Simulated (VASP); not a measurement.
A run of VASP 6.6.1:

The input INCAR:

```
SYSTEM = Zn2SnN2
PREC     = Accurate       ! precision mode
ENCUT    = 520            ! plane-wave cutoff, eV
EDIFF    = 1E-7           ! SCF threshold, eV
ISMEAR   = 0              ! smearing method
SIGMA    = 0.1            ! smearing width, eV
LREAL    = .FALSE.        ! projectors in reciprocal space
LASPH    = .TRUE.         ! aspherical terms in the spheres
NELM     = 120            ! most SCF steps
ALGO     = Normal         ! electronic algorithm
ISIF     = 3              ! what is computed and relaxed
LWAVE    = .FALSE.        ! write WAVECAR
LCHARG   = .FALSE.        ! write CHGCAR
GGA      = PE             ! functional
IBRION   = 2              ! ionic algorithm
NSW      = 60             ! ionic steps
EDIFFG   = -0.005         ! ionic threshold
POTIM    = 0.3            ! step
KPAR     = 4
```

Contents of KPOINTS:

```
Automatic mesh
0
G
  10 10 4
  0 0 0
```

POSCAR

```
Zn2SnN2                                 
1.0
    3.3785280807     -0.0000000000     -0.0000000000
   -1.6892640404      2.9258911488      0.0000000000
   -0.0000000000      0.0000000000      8.3087401348
  Zn              Sn              N             
     2     1     2
Direct
     0.3333333300000021    0.6666666699999979    0.2991857793588800
     0.3333333300000021    0.6666666699999979    0.7008142206411201
     0.0000000000000000    0.0000000000000000    0.0000000000000000
     0.0000000000000000    0.0000000000000000    0.2651638463924756
     0.0000000000000000    0.0000000000000000    0.7348361536075240
```

Potentials or basis: VASP PAW PBE potentials, release 64 (Zn, Sn_d, N).

Command:

```sh
$ cat potpaw_PBE.64/Zn/POTCAR potpaw_PBE.64/Sn_d/POTCAR potpaw_PBE.64/N/POTCAR > POTCAR
$ mpirun -np 4 vasp_std > vasp.out
```

Hardware: 4 MPI ranks on Intel(R) Xeon(R) Platinum 8488C (Sapphire Rapids), with other jobs on the host.

Task: How long does it take, and how much memory?

Result: Run time: 49 s on 4 MPI ranks on Intel(R) Xeon(R) Platinum 8488C (Sapphire Rapids) (shared host), peak memory 0.27 GiB a rank. Counts: scf iterations 24, k points 42, ion steps 2.
